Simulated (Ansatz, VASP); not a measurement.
One calculation of BeS, two programs

File INCAR:

```
PREC     = Accurate       # precision mode
ENCUT    = 520            # plane-wave cutoff, eV
EDIFF    = 1E-7           # SCF threshold, eV
ISMEAR   = -1             # smearing method
SIGMA    = 0.02           # smearing width, eV
LREAL    = F              # projectors in reciprocal space
LASPH    = T              # aspherical terms in the spheres
NELM     = 60             # most SCF steps
ALGO     = Normal         # electronic algorithm
ISIF     = 2              # what is computed and relaxed
LWAVE    = F              # write WAVECAR
LCHARG   = F              # write CHGCAR
GGA      = PE             # functional
NBANDS   = 11             # bands
```

Contents of KPOINTS:

```
Automatic mesh
0
Gamma
  10 10 10
```

Contents of POSCAR:

```
BeS
1.0
    0.0000000000      2.3856201057      2.4713416898
    2.3856201057      0.0000000000      2.4713416898
    2.3856201057      2.3856201057      0.0000000000
Be S
1 1
Direct
    0.0000000000      0.0000000000      0.0000000000
    0.2500000000      0.2500000000      0.2500000000
```

Input for Ansatz:

```yaml
crystal:
  lattice:
    - [0.0, 2.3856201057, 2.4713416898]
    - [2.3856201057, 0.0, 2.4713416898]
    - [2.3856201057, 2.3856201057, 0.0]
  atoms:
    - { symbol: Be, position: [0.0, 0.0, 0.0] }
    - { symbol: S, position: [0.25, 0.25, 0.25] }
kpoints:
  mp_grid: { grid: [10, 10, 10] }
  band_path:
    path:
      - [0.0, 0.0, 0.0]
      - [-0.5, -0.5, 0.0]
      - [-0.375, -0.375, 0.25]
      - [-0.375, 0.0, 0.375]
      - [0.0, 0.0, 0.5]
      - [-0.5, -0.25, 0.25]
      - [-0.0375, 0.0, 0.0375]
      - [0.0, 0.5, 0.5]
    npoints: 1
hamiltonian:
  xc: pbe
scf:
  occupations: { method: fermi_dirac, width: 0.02 }
  n_extra_bands: 4
output:
  forces: true
  stress: true
  eigenvalues: true
```

Change from the starting cell: epitaxial_xy strain -2.0%.

Alike in both runs: task single point; functional PBE; k mesh 10 × 10 × 10; occupations fermi-dirac, width 0.02 eV; no spin polarisation.

|  | VASP | Ansatz |
| --- | --- | --- |
| version | VASP 6.6.1 | Ansatz 0.2.0 |
| potentials or method | VASP PAW PBE potentials, release 64 (Be, S) | plane waves, PAW |
| plane-wave cutoff (eV) | 520 | 420 |
| valence electrons in the cell | 8 | 8 |

|  | VASP | Ansatz | Ansatz less VASP |
| --- | --- | --- | --- |
| gap on the k mesh at the Fermi level (eV) | 2.92 | 2.92 | -0.001 |
| pressure (GPa) | 2.9 | 2.9 | -0.01 |
| largest component of the traceless stress (GPa) | 2.45 | 2.46 | +0.009 |

A k mesh can miss the band edges.
